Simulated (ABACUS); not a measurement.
# Os (P6_3/mmc) in ABACUS: single point with PBE

Aim: the single point of Os with PBE.

Program: ABACUS 3.10.1. These are calculated values, not measurements. Logs are shortened: lines on timing, memory, paths and dates and some standing lists are left out, and cuts for length are marked.

## (1) The structure

The structure is hexagonal, space group P6_3/mmc (No. 194). The conventional cell has a = 2.734 Å, b = 2.734 Å, c = 4.320 Å, α = 90.00°, β = 90.00°, γ = 120.00°. Os (site symmetry -6m2) is surrounded by 12 Os at 2.68 to 2.73 Å.

## (2) Single point, PBE

File INPUT:

```
INPUT_PARAMETERS
suffix              Os
calculation         scf
basis_type          lcao
pseudo_dir          ./
orbital_dir         ./
symmetry            1
dft_functional      pbe
ecutwfc             100
pseudo_rcut         10
nspin               1
nbands              20
ks_solver           genelpa
smearing_method     fd
smearing_sigma      0.00367493
scf_thr             1e-07
scf_nmax            100
mixing_type         broyden
mixing_beta         0.7
cal_force           1
cal_stress          1
out_mul             1
```

File STRU:

```
ATOMIC_SPECIES
Os 190.2300 Os.upf

NUMERICAL_ORBITAL
Os_confined-atom_7au_4s3p3d1f.orb

LATTICE_CONSTANT
1.8897261246

LATTICE_VECTORS
2.7341000000 0.0000000000 0.0000000000
-1.3670500000 2.3678000565 0.0000000000
0.0000000000 0.0000000000 4.3197000000

ATOMIC_POSITIONS
Direct

Os
0.0
2
0.6666666667 0.3333333333 0.7500000000 1 1 1
0.3333333333 0.6666666667 0.2500000000 1 1 1
```

File KPT:

```
K_POINTS
0
Gamma
11 11 6 0 0 0
```

Potentials or basis: PseudoDojo NC SR 0.4.1 PBE standard, TZDP LCAO (the cutoffs set its grid).

Started as:

```bash
> OMP_NUM_THREADS=1 mpirun -np 4 abacus > log
```

running log:

```text
ABACUS v3.10.1

               Atomic-orbital Based Ab-initio Computation at UStc

 ------------------------------------------------------------------------------------

 READING GENERAL INFORMATION
                           global_out_dir = OUT.Os/
                           global_in_card = INPUT
                               pseudo_dir = ./
                              orbital_dir = ./
                                    DSIZE = 4
                                    GSIZE = 1

 READING UNITCELL INFORMATION
                                    ntype = 1
                  lattice constant (Bohr) = 1.88973
              lattice constant (Angstrom) = 1

 READING ATOM TYPE 1
                               atom label = Os
                      L=0, number of zeta = 4
                      L=1, number of zeta = 3
                      L=2, number of zeta = 3
                      L=3, number of zeta = 1
             number of atom for this type = 2

                        TOTAL ATOM NUMBER = 2
DIRECT COORDINATES
    atom                   x                   y                   z     mag                  vx                  vy                  vz
taud_Os1            0.6666666667        0.3333333333        0.7500000000  0.0000        0.0000000000        0.0000000000        0.0000000000
taud_Os2            0.3333333333        0.6666666667        0.2500000000  0.0000        0.0000000000        0.0000000000        0.0000000000

                          Volume (Bohr^3) = 188.716
                             Volume (A^3) = 27.9648

 Lattice vectors: (Cartesian coordinate: in unit of a_0)
              +2.7341                  +0                  +0
             -1.36705             +2.3678                  +0
                   +0                  +0             +4.3197
 Reciprocal vectors: (Cartesian coordinate: in unit of 2 pi/a_0)
            +0.365751           +0.211166                  -0
                   -0           +0.422333                  -0
                   +0                  -0           +0.231498
 The esolver type has been set to : ksdft_lcao

                PAO radial cut off (Bohr) = 10

 Read in pseudopotential file is Os.upf
                     pseudopotential type = NC
          exchange-correlation functional = PBE
                 nonlocal core correction = 1
                        valence electrons = 16
                                     lmax = 3
                           number of zeta = 4
                     number of projectors = 8
                           L of projector = 0
                           L of projector = 0
                           L of projector = 1
[... 183 lines left out ...]

 SETUP SEARCHING RADIUS FOR PROGRAM TO SEARCH ADJACENT ATOMS
                  longest orb rcut (Bohr) = 7
   longest nonlocal projector rcut (Bohr) = 2.3
                     search radius (Bohr) = 18.6
              searching radius is (Bohr)) = 18.6
         searching radius unit is (Bohr)) = 1.89
                         PeriodicBoundary = 1
                        Radius(unit:lat0) = 9.84
                                   glayer = [ 6, 6, 4 ]
                             glayer_minus = [ 5, 5, 3 ]

Find the coordinate range of the input atom(unit:lat0).
                                  min_tau = [ -20.5, -11, -11.9 ]
                                  max_tau = [ 21.9, 13.4, 16.2 ]
                                BoxNumber = [ 11, 11, 7 ]

 SETUP EXTENDED REAL SPACE GRID FOR GRID INTEGRATION
                          real space grid = [ 36, 36, 54 ]
                 big cell numbers in grid = [ 9, 9, 27 ]
             meshcell numbers in big cell = [ 4, 4, 2 ]
                        extended fft grid = [ 15, 15, 24 ]
                dimension of extened grid = [ 40, 40, 76 ]
                            UnitCellTotal = 75
              Atom number in sub-FFT-grid = 2
    Local orbitals number in sub-FFT-grid = 70
                                ParaV.nnr = 139043
                                 init_chg = atomic

 LCAO ALGORITHM --------------- ION=   1  ELEC=   1--------------------------------

 Density error is 0.042881493691
----------------------------------------------------------
     Energy           Rydberg                 eV
----------------------------------------------------------
 E_KohnSham     -404.7402230380      -5506.7732431083
 E_Harris       -407.2602356318      -5541.0597734155
 E_Fermi        1.9650123077         26.7353640249
----------------------------------------------------------
[... 69 lines left out ...]
 Density error is 3.00436391153e-08
----------------------------------------------------------
     Energy           Rydberg                 eV
----------------------------------------------------------
 E_KohnSham     -404.7545219986      -5506.9677904476
 E_KS(sigma->0) -404.7540373124      -5506.9611959539
 E_Harris       -404.7545200049      -5506.9677633213
 E_band         -9.0768464706        -123.4968318711
 E_one_elec     -42.5163233563       -578.4642556559
 E_Hartree      45.1679909842        614.5420445975
 E_xc           -82.6455595159       -1124.4505238145
 E_Ewald        -324.7596607383      -4418.5818665874
 E_entropy(-TS) -0.0009693723        -0.0131889873
 E_descf        0.0000000000         0.0000000000
 E_exx          0.0000000000         0.0000000000
 E_Fermi        1.9261799851         26.2070231711
----------------------------------------------------------

 charge density convergence is achieved
 final etot is -5506.9677904 eV
 EFERMI = 26.207023171 eV

 STATE ENERGY(eV) AND OCCUPATIONS    NSPIN == 1
 1/64 kpoint (Cartesian) = 0.0000 0.0000 0.0000 (785 pws)
       1       -60.4921     0.00275482
       2       -60.3765     0.00275482
       3       -20.4398     0.00275482
       4       -19.4963     0.00275482
       5       -19.4963     0.00275482
       6       -19.3184     0.00275482
[... 122 lines left out ...]
      19        29.8141    7.71890e-34
      20        32.9785    2.52194e-61

[... levels at 58 further k points ...]

 correction force for each atom along direction 1 is -5.37209e-14
 correction force for each atom along direction 2 is -1.13120e-13
 correction force for each atom along direction 3 is 1.20407e-13
------------------------------------------------------------------------------------------
 TOTAL-FORCE (eV/Angstrom)
------------------------------------------------------------------------------------------
                       Os1         0.0000000000         0.0000000000         0.0000000000
                       Os2         0.0000000000         0.0000000000         0.0000000000
------------------------------------------------------------------------------------------

----------------------------------------------------------------
 TOTAL-STRESS (KBAR)
----------------------------------------------------------------
        86.7641628906        -0.0000000000         0.0000000000
         0.0000000000        86.7641628896         0.0000000000
         0.0000000000         0.0000000000        93.6856066859
----------------------------------------------------------------
 TOTAL-PRESSURE: 89.071311 KBAR

 --------------------------------------------
 !FINAL_ETOT_IS -5506.9677904475538526 eV
 --------------------------------------------
```

Run time: 22 s. Hardware: 4 MPI ranks of Intel Xeon Platinum 8259CL at 2.50GHz (Skylake/Cascade Lake), shared host; peak memory 0.48 GiB.

Results:

```yaml
Free_energy: -5506.9678 eV
Pressure: 8.9 GPa
Band_gap_on_the_k_mesh: none (metal or under the smearing width)
```

Caveat: the atomic orbitals were generated for these runs and aren't a published set; the basis of atomic orbitals isn't converged, which shifts pressures, moduli and gaps. Spin-orbit coupling is left out, which matters for the levels of Os.

## (3) For comparison

An earlier run on the cell as given: functional PBE; potentials or basis PseudoDojo NC SR 0.4.1 PBE standard; cutoff 1007 eV; density cutoff 4027 eV; basis plane waves; k mesh 11 × 11 × 6; occupations fermi-dirac, width 0.05 eV; no spin polarisation.

* Pressure: 8.2 GPa
* Band gap on the k mesh: none (metal or under the smearing width)
